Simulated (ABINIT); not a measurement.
# Al (Im-3m) in ABINIT: notebook

Aim: see how the results for Al move with the level of theory and the settings. Levels: LDA, PBEsol, r2SCAN. Tasks: equation of state.

All numbers are computed with ABINIT 10.8.3 (patched build); they aren't measurements. Logs are shortened: lines on timing, memory, paths and dates and some standing lists are left out, and cuts for length are marked. The log counts tension as positive stress, the text compression.

## Step 1: The structure

It takes space group Im-3m (No. 229, cubic). The conventional cell has a = 3.182 Å, b = 3.182 Å, c = 3.182 Å, α = 90.00°, β = 90.00°, γ = 90.00°. Al (site symmetry m-3m) is surrounded by 8 Al at 2.76 Å.

This isn't the form of Al at room conditions, which is fcc.

## Step 2: Equation of state, LDA

The input, run.abi:

```
ndtset 7
getwfk -1
scalecart1 3*0.9795861087
scalecart2 3*0.9864848297
scalecart3 3*0.9932883884
scalecart4 3*1.0000000000
scalecart5 3*1.0066227096
scalecart6 3*1.0131594038
scalecart7 3*1.0196128224

pp_dirpath "./"
pseudos "Al.LDA_PW-JTH.xml"

acell 3*1.0 Angstrom
rprim
    -1.5912186900     1.5912186900     1.5912186900
     1.5912186900    -1.5912186900     1.5912186900
     1.5912186900     1.5912186900    -1.5912186900
ntypat 1
znucl 13
natom 1
typat 1
xred
     0.0000000000     0.0000000000     0.0000000000

ecut 15.0
pawecutdg 30.0

kptopt 1
ngkpt 12 12 12
nshiftk 1
shiftk 0.0 0.0 0.0

ixc 7

nband 6
occopt 3
tsmear 0.05 eV

nstep 100
tolvrs 1.0e-9

iomode 3
prtwf 1
prtden 0
prteig 0
prtebands 0
```

Potentials or basis: JTH PAW LDA v2.0.

Started as:

```console
abinit run.abi > log 2>&1
```

run.abo:

```text
.Version 10.8.3 of ABINIT
 DATASET    1 : space group Im -3 m (#229); Bravais cI (body-center cubic)
================================================================================
 Values of the parameters that define the memory need for DATASET  1.
     intxc =       0    ionmov =       0      iscf =      17    lmnmax =       8
     lnmax =       4     mgfft =      18  mpssoang =       2    mqgrid =    3001
     natom =       1  nloc_mem =       2    nspden =       1   nspinor =       1
    nsppol =       1      nsym =      48    n1xccc =       1    ntypat =       1
    occopt =       3   xclevel =       1
       mpw =         301          nfft =        5832          nkpt =          72
 PAW method is used; the additional fine FFT grid is defined by:
   mgfftf=        27    nfftf =     19683
================================================================================
================================================================================
[... 71 lines left out ...]
 DATASET    7 : space group Im -3 m (#229); Bravais cI (body-center cubic)
================================================================================
 Values of the parameters that define the memory need for DATASET  7.
     intxc =       0    ionmov =       0      iscf =      17    lmnmax =       8
     lnmax =       4     mgfft =      20  mpssoang =       2    mqgrid =    3001
     natom =       1  nloc_mem =       2    nspden =       1   nspinor =       1
    nsppol =       1      nsym =      48    n1xccc =       1    ntypat =       1
    occopt =       3   xclevel =       1
       mpw =         331          nfft =        8000          nkpt =          72
 PAW method is used; the additional fine FFT grid is defined by:
   mgfftf=        30    nfftf =     27000
================================================================================
================================================================================

--------------------------------------------------------------------------------
------------- Echo of variables that govern the present computation ------------
--------------------------------------------------------------------------------
 -outvars: echo values of preprocessed input variables --------
            acell      1.8897261259E+00  1.8897261259E+00  1.8897261259E+00 Bohr
              amu      2.69815390E+01
             ecut      1.50000000E+01 Hartree
           getwfk          -1
                       outvar_i_n : Printing only first  50 k-points.
              ixc           7
           jdtset        1    2    3    4    5    6    7
                       outvar_i_n : Printing only first  50 k-points.
         kptrlatt       12    0    0      0   12    0      0    0   12
          kptrlen1     6.12228059E+01
          kptrlen2     6.16539666E+01
          kptrlen3     6.20791798E+01
          kptrlen4     6.24986465E+01
          kptrlen5     6.29125569E+01
          kptrlen6     6.33210914E+01
          kptrlen7     6.37244213E+01
            natom           1
            nband           6
           ndtset           7
            ngfft1         18      18      18
            ngfft2         18      18      18
            ngfft3         20      20      20
            ngfft4         20      20      20
            ngfft5         20      20      20
            ngfft6         20      20      20
            ngfft7         20      20      20
          ngfftdg1         27      27      27
          ngfftdg2         27      27      27
          ngfftdg3         27      27      27
          ngfftdg4         27      27      27
          ngfftdg5         27      27      27
          ngfftdg6         27      27      27
          ngfftdg7         30      30      30
             nkpt          72
            nstep         100
             nsym          48
           ntypat           1
                       prtocc : prtvol=0, do not print more k-points.
           occopt           3
        pawecutdg      3.00000000E+01 Hartree
           prtden           0
        prtebands           0
           prteig           0
            rprim1    -1.5587357246E+00  1.5587357246E+00  1.5587357246E+00
                       1.5587357246E+00 -1.5587357246E+00  1.5587357246E+00
                       1.5587357246E+00  1.5587357246E+00 -1.5587357246E+00
            rprim2    -1.5697130984E+00  1.5697130984E+00  1.5697130984E+00
                       1.5697130984E+00 -1.5697130984E+00  1.5697130984E+00
                       1.5697130984E+00  1.5697130984E+00 -1.5697130984E+00
            rprim3    -1.5805390482E+00  1.5805390482E+00  1.5805390482E+00
                       1.5805390482E+00 -1.5805390482E+00  1.5805390482E+00
                       1.5805390482E+00  1.5805390482E+00 -1.5805390482E+00
            rprim4    -1.5912186900E+00  1.5912186900E+00  1.5912186900E+00
                       1.5912186900E+00 -1.5912186900E+00  1.5912186900E+00
                       1.5912186900E+00  1.5912186900E+00 -1.5912186900E+00
            rprim5    -1.6017568693E+00  1.6017568693E+00  1.6017568693E+00
                       1.6017568693E+00 -1.6017568693E+00  1.6017568693E+00
                       1.6017568693E+00  1.6017568693E+00 -1.6017568693E+00
            rprim6    -1.6121581793E+00  1.6121581793E+00  1.6121581793E+00
                       1.6121581793E+00 -1.6121581793E+00  1.6121581793E+00
                       1.6121581793E+00  1.6121581793E+00 -1.6121581793E+00
            rprim7    -1.6224269796E+00  1.6224269796E+00  1.6224269796E+00
                       1.6224269796E+00 -1.6224269796E+00  1.6224269796E+00
                       1.6224269796E+00  1.6224269796E+00 -1.6224269796E+00
          spgroup         229
           tolvrs      1.00000000E-09
           tsmear      1.83746611E-03 Hartree
            typat      1
           useylm           1
                       outvars : Printing only first  50 k-points.
            znucl       13.00000

================================================================================

 chkinp: Checking input parameters for consistency, jdtset=   1.

 chkinp: Checking input parameters for consistency, jdtset=   2.
[... 40 lines left out ...]
 getcut: wavevector=  0.0000  0.0000  0.0000  ngfft=  27  27  27
         ecut(hartree)=     30.000   => boxcut(ratio)=   2.06994

--- Pseudopotential description ------------------------------------------------
- pspini: atom type   1  psp file is ./Al.LDA_PW-JTH.xml
 Pseudopotential format is: paw10
 basis_size (lnmax)=  4 (lmn_size=  8), orbitals=   0   0   1   1
 Spheres core radius: rc_sph= 1.90363307
 Shapefunction is SIN type: shapef(r)=[sin(pi*r/rshp)/(pi*r/rshp)]**2
 Radius for shape functions =  1.60786206
 Compensation charge density is not taken into account in XC energy/potential

  -1.37904023E+01                                ecore*ucvol(ha*bohr**3)
--------------------------------------------------------------------------------

================================================================================

--- !BeginCycle
iteration_state: {dtset: 1, }
solver: {iscf: 17, nstep: 100, nline: 4, wfoptalg: 10, }
tolerances: {tolvrs: 1.00E-09, }
...
[... 322 lines left out ...]
 getcut: wavevector=  0.0000  0.0000  0.0000  ngfft=  20  20  20
         ecut(hartree)=     15.000   => boxcut(ratio)=   2.22299

 getcut : COMMENT -
  Note that boxcut > 2.2 ; recall that boxcut=Gcut(box)/Gcut(sphere) = 2
  is sufficient for exact treatment of convolution.
  Such a large boxcut is a waste : you could raise ecut
  e.g. ecut=   18.531320 Hartrees makes boxcut=2

 Fine grid specifications (used for densities):

 getcut: wavevector=  0.0000  0.0000  0.0000  ngfft=  27  27  27
         ecut(hartree)=     30.000   => boxcut(ratio)=   2.04138
--------------------------------------------------------------------------------
[... 161 lines left out ...]
 getcut: wavevector=  0.0000  0.0000  0.0000  ngfft=  20  20  20
         ecut(hartree)=     15.000   => boxcut(ratio)=   2.20807

 getcut : COMMENT -
  Note that boxcut > 2.2 ; recall that boxcut=Gcut(box)/Gcut(sphere) = 2
  is sufficient for exact treatment of convolution.
  Such a large boxcut is a waste : you could raise ecut
  e.g. ecut=   18.283405 Hartrees makes boxcut=2

 Fine grid specifications (used for densities):

 getcut: wavevector=  0.0000  0.0000  0.0000  ngfft=  27  27  27
         ecut(hartree)=     30.000   => boxcut(ratio)=   2.02768
--------------------------------------------------------------------------------
[... 504 lines left out ...]
 getcut: wavevector=  0.0000  0.0000  0.0000  ngfft=  30  30  30
         ecut(hartree)=     30.000   => boxcut(ratio)=   2.29124

 getcut : COMMENT -
  Note that boxcut > 2.2 ; recall that boxcut=Gcut(box)/Gcut(sphere) = 2
  is sufficient for exact treatment of convolution.
  Such a large boxcut is a waste : you could raise ecut
  e.g. ecut=   39.373404 Hartrees makes boxcut=2

--------------------------------------------------------------------------------

-inwffil : will read wavefunctions from disk file runo_DS6_WFK.nc

================================================================================
[... 126 lines left out ...]
-Cartesian components of stress tensor (GPa)         [Pressure= -3.5459E+00 GPa]
- sigma(1 1)=  3.54593533E+00  sigma(3 2)=  0.00000000E+00
- sigma(2 2)=  3.54593533E+00  sigma(3 1)=  0.00000000E+00
- sigma(3 3)=  3.54593533E+00  sigma(2 1)=  0.00000000E+00

== END DATASET(S) ==============================================================
================================================================================

 -outvars: echo values of variables after computation  --------
            acell      1.8897261259E+00  1.8897261259E+00  1.8897261259E+00 Bohr
           etotal1    -2.1260344400E+00
           etotal2    -2.1263914398E+00
           etotal3    -2.1266112121E+00
           etotal4    -2.1267063418E+00
           etotal5    -2.1266878641E+00
           etotal6    -2.1265664703E+00
           etotal7    -2.1263533033E+00
            fcart1    -0.0000000000E+00 -0.0000000000E+00 -0.0000000000E+00
            fcart2    -0.0000000000E+00 -0.0000000000E+00 -0.0000000000E+00
            fcart3    -0.0000000000E+00 -0.0000000000E+00 -0.0000000000E+00
            fcart4    -0.0000000000E+00 -0.0000000000E+00 -0.0000000000E+00
            fcart5    -0.0000000000E+00 -0.0000000000E+00 -0.0000000000E+00
            fcart6    -0.0000000000E+00 -0.0000000000E+00 -0.0000000000E+00
            fcart7    -0.0000000000E+00 -0.0000000000E+00 -0.0000000000E+00
            rprim1    -1.5587357246E+00  1.5587357246E+00  1.5587357246E+00
                       1.5587357246E+00 -1.5587357246E+00  1.5587357246E+00
                       1.5587357246E+00  1.5587357246E+00 -1.5587357246E+00
[... 17 lines left out ...]
                       1.6224269796E+00  1.6224269796E+00 -1.6224269796E+00
           strten1    -1.9351923550E-04 -1.9351923550E-04 -1.9351923550E-04
                       0.0000000000E+00  0.0000000000E+00  0.0000000000E+00
           strten2    -1.2744353527E-04 -1.2744353527E-04 -1.2744353527E-04
                       0.0000000000E+00  0.0000000000E+00  0.0000000000E+00
           strten3    -6.7604649981E-05 -6.7604649981E-05 -6.7604649981E-05
                       0.0000000000E+00  0.0000000000E+00  0.0000000000E+00
           strten4    -1.3201909936E-05 -1.3201909936E-05 -1.3201909936E-05
                       0.0000000000E+00  0.0000000000E+00  0.0000000000E+00
           strten5     3.6192344541E-05  3.6192344541E-05  3.6192344541E-05
                       0.0000000000E+00  0.0000000000E+00  0.0000000000E+00
           strten6     8.0763582909E-05  8.0763582909E-05  8.0763582909E-05
                       0.0000000000E+00  0.0000000000E+00  0.0000000000E+00
           strten7     1.2052389199E-04  1.2052389199E-04  1.2052389199E-04
                       0.0000000000E+00  0.0000000000E+00  0.0000000000E+00
 Calculation completed.
```

Wall time 11 s (1 thread of Arm Neoverse V2, shared host); peak memory 0.09 GiB.

What came out:

```yaml
Equilibrium_volume: 16.22 Å³/atom
Bulk_modulus: 74 GPa
Pressure_derivative_of_the_bulk_modulus: 3.9
```

Energy against volume, from the lowest point:
```tsv
volume (Å³/atom)	energy (meV/atom)
15.149	18.28
15.471	8.57
15.793	2.59
16.116	0.00
16.438	0.50
16.760	3.81
17.083	9.61
```

Caveat: pressures at fixed basis lie under the slope of the energies.

## Step 3: Equation of state, PBEsol

Changes to run.abi since step 2:

```diff
@@ -11,3 +11,3 @@
 pp_dirpath "./"
-pseudos "Al.LDA_PW-JTH.xml"
+pseudos "Al.GGA_PBE-JTH.xml"
 
@@ -27,2 +27,3 @@
 pawecutdg 30.0
+pawxcdev 0
 
@@ -33,3 +34,3 @@
 
-ixc 7
+ixc -116133
```

Potentials or basis: JTH PAW PBE v2.0.

Started as:

```console
abinit run.abi > log 2>&1
```

Run time: 19 s. Hardware: 1 thread of Arm Neoverse V2, shared host; peak memory 0.11 GiB.

It converged, with:

- Equilibrium volume: 16.66 Å³/atom
- Bulk modulus: 74 GPa
- Pressure derivative of the bulk modulus: 3.9

Energy against volume, from the lowest point:
| volume (Å³/atom) | energy (meV/atom) |
| --- | --- |
| 15.149 | 36.40 |
| 15.471 | 21.67 |
| 15.793 | 11.03 |
| 16.116 | 4.09 |
| 16.438 | 0.51 |
| 16.760 | 0.00 |
| 17.083 | 2.27 |

Caveat: pressures at fixed basis lie under the slope of the energies; the PAW data sets were made with another functional, which shifts forces and pressure a little.

## Step 4: Equation of state, r2SCAN

Changes to run.abi since step 3:

```diff
@@ -25,5 +25,4 @@
 
-ecut 15.0
-pawecutdg 30.0
-pawxcdev 0
+ecut 18.0
+pawecutdg 36.0
 
@@ -34,3 +33,5 @@
 
-ixc -116133
+ixc -497498
+usekden 1
+pawxcdev 0
 
@@ -41,3 +42,3 @@
 nstep 100
-tolvrs 1.0e-9
+tolvrs 1.0e-7
```

Started as:

```console
abinit run.abi > log 2>&1
```

Run time: 53 s. Hardware: 1 thread of Arm Neoverse V2, shared host; peak memory 0.12 GiB.

It converged, with:

```
Equilibrium volume                      : 16.32 Å³/atom
Bulk modulus                            : 80 GPa
Pressure derivative of the bulk modulus : 4.6
```

Energy against volume, from the lowest point:
```tsv
volume (Å³/atom)	energy (meV/atom)
15.149	23.93
15.471	12.00
15.793	4.31
16.116	0.45
16.438	0.00
16.760	2.58
17.083	7.91
```

Caveat: pressures at fixed basis lie under the slope of the energies; the PAW data sets were made with another functional, which shifts forces and pressure a little.

## Step 5: The runs side by side

```csv
level,potentials or basis,cutoff (eV),fine-grid cutoff,V0 of scaled cells (Å³/atom),B0 (GPa)
LDA,JTH PAW LDA v2.0,408,816.342 eV,16.22,74
PBEsol,JTH PAW PBE v2.0,408,816.342 eV,16.66,74
r2SCAN,JTH PAW PBE v2.0,490,979.61 eV,16.32,80
```

Alike in all rows: task equation of state; no spin polarisation; cell as given; k mesh 12 × 12 × 12; smearing fermi-dirac 0.05 eV.

Caveats: pressures at fixed basis lie under the slope of the energies; the PAW data sets were made with another functional, which shifts forces and pressure a little (some runs).

Total energies depend on the potentials used, so only differences within one code and one set of settings carry meaning.
